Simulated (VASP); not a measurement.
# OCH4 in VASP: further runs, part 2 of 2

VASP 6.6.1. The steps go on from the part before.

## Step 4: Single point, RPBE

File INCAR:

```
PREC     = Accurate       # precision mode
ENCUT    = 400            # plane-wave cutoff, eV
EDIFF    = 1E-6           # SCF threshold, eV
ISMEAR   = 0              # smearing method
SIGMA    = 0.01           # smearing width, eV
LREAL    = False          # projectors in reciprocal space
LASPH    = True           # aspherical terms in the spheres
NELM     = 80             # most SCF steps
ALGO     = Fast           # electronic algorithm
ISIF     = 2              # what is computed and relaxed
LWAVE    = False          # write WAVECAR
LCHARG   = False          # write CHGCAR
GGA      = RP             # functional
NBANDS   = 16             # bands
ISYM     = 0
```

File KPOINTS:

```
Automatic mesh
0
Gamma
  1 1 1
```

File POSCAR:

```
H4CO                                    
1.0
   12.7722774153      0.0000000000      0.0000000000
    0.0000000000     13.2722774153      0.0000000000
    0.0000000000      0.0000000000     13.7722774153
  O               C               H             
     1     1     4
Selective dynamics
Direct
     0.5814554605000026    0.4957380617999974    0.4800698287999978   F   F   F
     0.4709007345168943    0.4985833375410336    0.4959323125790473   T   T   T
     0.6154968736400552    0.5348561371265734    0.5307142176538949   T   T   T
     0.4484521455929876    0.4646677748428786    0.5661815079560640   T   T   T
     0.4354390133414563    0.4537911774680984    0.4375645801328557   T   T   T
     0.4391236648754287    0.5758974078562713    0.4918117471126108   T   T   T
```

Potentials or basis: VASP PAW PBE potentials, release 64 (O, C, H).

Started as:

```bash
$ cat potpaw_PBE.64/O/POTCAR potpaw_PBE.64/C/POTCAR potpaw_PBE.64/H/POTCAR > POTCAR
$ mpirun -np 4 vasp_gam > vasp.out
```

OUTCAR:

```text
PREC = Accurate
   ENCUT = 400
   EDIFF = 1E-6
   ISMEAR = 0
   LREAL = False
   LASPH = True
   NELM = 80
   ISIF = 2
   GGA = RP
   ISYM = 0

 ion  position               nearest neighbor table
   1  0.581  0.496  0.480-   3 0.97   2 1.43
   2  0.471  0.499  0.496-   5 1.10   4 1.10   6 1.10   1 1.43
   3  0.615  0.535  0.531-   1 0.97
   4  0.448  0.465  0.566-   2 1.10
   5  0.435  0.454  0.438-   2 1.10
   6  0.439  0.576  0.492-   2 1.10

IMPORTANT INFORMATION: All symmetrisations will be switched off!
NOSYMM: (Re-)initialisation of all symmetry stuff for point group C_1.

----------------------------------------------------------------------------------------

                                     Primitive cell

  volume of cell :    2334.6380

  direct lattice vectors                    reciprocal lattice vectors
    12.772277415  0.000000000  0.000000000     0.078294572  0.000000000  0.000000000
     0.000000000 13.272277415  0.000000000     0.000000000  0.075345019  0.000000000
     0.000000000  0.000000000 13.772277415     0.000000000  0.000000000  0.072609632

  length of vectors
    12.772277415 13.272277415 13.772277415     0.078294572  0.075345019  0.072609632

  position of ions in fractional coordinates (direct lattice)
     0.581455461  0.495738062  0.480069829
     0.470900735  0.498583338  0.495932313
     0.615496874  0.534856137  0.530714218
     0.448452146  0.464667775  0.566181508
     0.435439013  0.453791177  0.437564580
     0.439123665  0.575897408  0.491811747

  ion indices of the primitive-cell ions
   primitive index   ion index
                 1           1
                 2           2
                 3           3
                 4           4
                 5           5
                 6           6

----------------------------------------------------------------------------------------

 KPOINTS: Automatic mesh

Automatic generation of k-mesh.
 Grid dimensions read from file:
 generate k-points for:    1    1    1

 Generating k-lattice:

  Cartesian coordinates                     Fractional coordinates (reciprocal lattice)
     0.078294572  0.000000000  0.000000000     1.000000000  0.000000000  0.000000000
     0.000000000  0.075345019  0.000000000     0.000000000  1.000000000  0.000000000
     0.000000000  0.000000000  0.072609632     0.000000000  0.000000000  1.000000000

  Length of vectors
     0.078294572  0.075345019  0.072609632

  Shift w.r.t. Gamma in fractional coordinates (k-lattice)
     0.000000000  0.000000000  0.000000000

 Subroutine IBZKPT returns following result:
 ===========================================

 Found      1 irreducible k-points:

 Following reciprocal coordinates:
            Coordinates               Weight
  0.000000  0.000000  0.000000      1.000000
   k-points           NKPTS =      1   k-points in BZ     NKDIM =      1   number of bands    NBANDS=     16
   number of dos      NEDOS =    301   number of ions     NIONS =      6
   total plane-waves  NPLWV = 680400
   dimension x,y,z NGX =    84 NGY =   90 NGZ =   90
   dimension x,y,z NGXF=   168 NGYF=  180 NGZF=  180
   ions per type =               1   1   4
   NGX,Y,Z   is equivalent  to a cutoff of  10.93, 11.27, 10.86 a.u.
   NGXF,Y,Z  is equivalent  to a cutoff of  21.87, 22.55, 21.73 a.u.
 SYSTEM =  unknown system
   PREC   = accura    normal or accurate (medium, high low for compatibility)
   ISTART =      0    job   : 0-new  1-cont  2-samecut
   ICHARG =      2    charge: 1-file 2-atom 10-const
   ISPIN  =      1    spin polarized calculation?
   LNONCOLLINEAR =      F non collinear calculations
   LSORBIT =      F    spin-orbit coupling
   LASPH  =      T    aspherical Exc in radial PAW
   ENCUT  =  400.0 eV  29.40 Ry    5.42 a.u.  20.83 21.64 22.46*2*pi/ulx,y,z
   NELM   =     80;   NELMIN=  2; NELMDL= -5     # of ELM steps
   EDIFF  = 0.1E-05   stopping-criterion for ELM
   LREAL  =      F    real-space projection
   EDIFFG = 0.1E-04   stopping-criterion for IOM
   NSW    =      0    number of steps for IOM
   IBRION =     -1    ionic relax: 0-MD 1-quasi-New 2-CG
   NFREE  =      0    steps in history (QN), initial steepest desc. (CG)
   ISIF   =      2    stress and relaxation
   ISYM   =      0    0-nonsym 1-usesym 2-fastsym
   POTIM  = 0.5000    time-step for ionic-motion
   TEBEG  =    0.0;   TEEND  =   0.0 temperature during run
   PSTRESS=    0.0 pullay stress
   NELECT =      14.0000    total number of electrons
   NUPDOWN=      -1.0000    fix difference up-down
   EMIN   =  10.00;   EMAX   =-10.00  energy-range for DOS
   EFERMI =   0.00;   METHOD = LEGACY
   ISMEAR =     0;   SIGMA  =   0.01  broadening in eV -4-tet -1-fermi 0-gaus
   EFERMI_NEDOS =   21; number of points for ismear=-14 and -15
   IALGO  =     68    algorithm
   IMIX   =      4    mixing-type and parameters
     AMIX     =   0.40;   BMIX     =  1.00
     AMIX_MAG =   1.60;   BMIX_MAG =  1.00
  volume/ion in A,a.u.               =     389.11      2625.82
  Fermi-wavevector in a.u.,A,eV,Ry     =   0.297425  0.562052  1.203595  0.088462
  Thomas-Fermi vector in A             =   1.162901
   LORBIT       =      0    0 simple, 1 ext, 2 COOP (PROOUT), +10 PAW based schemes
   GGA     = RP    functional components
   LHFCALC =     F    Hartree Fock is set to
   AEXX    =    0.0000 exact exchange contribution
   IVDW    =     0    specifies the selected vdW correction
   LEPSILON=     F    determine dielectric tensor
   LRPA    =     F    only Hartree local field effects (RPA)
 non-spin polarized calculation
 RMM-DIIS sequential band-by-band and
 Gauss-broadening in eV      SIGMA  =   0.01
  energy-cutoff  :      400.00
  volume of cell :     2334.64
 maximum number of plane-waves:     21186
 NGX is ok and might be reduce to    84
   NGX = 41   NGY = 43   NGZ = 45

 number of electron      13.9999998 magnetization

 Free energy of the ion-electron system (eV)
  ---------------------------------------------------
  ext. energy  EPLUGINS =         0.00000000
  ---------------------------------------------------
  free energy    TOTEN  =       -29.94769192 eV

  energy without entropy =      -29.94769192  energy(sigma->0) =      -29.94769192

 E-fermi :  -6.1398     XC(G=0):  -0.4118

 val. band max:       -6.1976801647   @ k =   0.0000   0.0000   0.0000
 cond. band min:      -0.7307337551   @ k =   0.0000   0.0000   0.0000
 fundamental gap:      5.4669464096
 Fermi energy:        -6.1398187639

 k-point     1 :       0.0000    0.0000    0.0000
  band No.  band energies     occupation
      1     -25.3916      2.00000
      2     -16.7659      2.00000
      3     -12.3508      2.00000
      4     -10.4946      2.00000
      5     -10.2018      2.00000
      6      -7.8937      2.00000
[... 8 lines left out ...]
     15       1.1584      0.00000
     16       1.2791      0.00000

------------------------ aborting loop because EDIFF is reached ----------------------------------------

  FORCE on cell =-STRESS in cart. coord.  units (eV):
  Direction    XX          YY          ZZ          XY          YZ          ZX
  --------------------------------------------------------------------------------------
  -------------------------------------------------------------------------------------
  Total       -0.3871953     -1.0343552     -0.9376556      0.0185843      0.0876769     -0.0565195
  in kB       -0.2657181     -0.7098404     -0.6434790      0.0127537      0.0601695     -0.0387873
  external PRESSURE =      -0.5396792 kB  Pullay stress =       0.0000000 kB

 VOLUME and BASIS-vectors are now :
 -----------------------------------------------------------------------------
  energy-cutoff  :      400.00
  volume of cell :     2334.64
      direct lattice vectors                 reciprocal lattice vectors
    12.772277415  0.000000000  0.000000000     0.078294572  0.000000000  0.000000000
     0.000000000 13.272277415  0.000000000     0.000000000  0.075345019  0.000000000
     0.000000000  0.000000000 13.772277415     0.000000000  0.000000000  0.072609632

 POSITION                                       TOTAL-FORCE (eV/Angst)
 -----------------------------------------------------------------------------------
      7.42651      6.57957      6.61165         0.305296     -0.015425     -0.058199
      6.01447      6.61734      6.83012        -0.227270     -0.003102      0.022565
      7.86130      7.09876      7.30914        -0.008828      0.011499      0.017339
      5.72776      6.16720      7.79761        -0.014623      0.004521      0.035236
      5.56155      6.02284      6.02626        -0.037703     -0.026792     -0.034756
      5.60861      7.64347      6.77337        -0.016872      0.029299      0.017816
 -----------------------------------------------------------------------------------
    total drift:                                0.000331      0.001264     -0.000837

  FREE ENERGIE OF THE ION-ELECTRON SYSTEM (eV)
  ---------------------------------------------------
  free  energy   TOTEN  =       -29.9476919196 eV

  energy  without entropy=      -29.9476919196  energy(sigma->0) =      -29.94769192
```

Wall time 20 s (4 MPI ranks of Intel Xeon 6975P-C (Granite Rapids), shared host); peak memory 0.47 GiB.

Results:

- Free energy: -29.9477 eV
- Largest force: 0.311 eV/Å
- Gap between the frontier levels: 5.47 eV

Forces on the atoms (eV/Å):
```
O    0.305 -0.015 -0.058
C   -0.227 -0.003  0.023
H   -0.009  0.011  0.017
H   -0.015  0.005  0.035
H   -0.038 -0.027 -0.035
H   -0.017  0.029  0.018
```

Caveat: the cutoff is under 1.25 times the usual one of these potentials, so pressure, stress and relaxed cells hold a basis-set (Pulay) error; the PAW data sets were made with another functional, which shifts forces and pressure a little.

## Step 5: Summary

| task | level | cell | atoms held fixed (from 0) | gap on the mesh (eV) | largest force (eV/Å) |
| --- | --- | --- | --- | --- | --- |
| relaxation of the atoms | PBE+D3(BJ) | atoms relaxed | [0] | 5.57 | - |
| single point | PBE | as given | - | 5.57 | 0.04 |
| single point | RPBE | as given | - | 5.47 | 0.31 |

Alike in all rows: potentials or basis VASP PAW PBE potentials, release 64 (O, C, H); no spin polarisation; k mesh 1 × 1 × 1; cutoff (eV) 400; smearing gaussian 0.01 eV.

Caveats: the cutoff is under 1.25 times the usual one of these potentials, so pressure, stress and relaxed cells hold a basis-set (Pulay) error; the PAW data sets were made with another functional, which shifts forces and pressure a little (some runs).

Absolute energies hang on the potentials; compare differences alone.
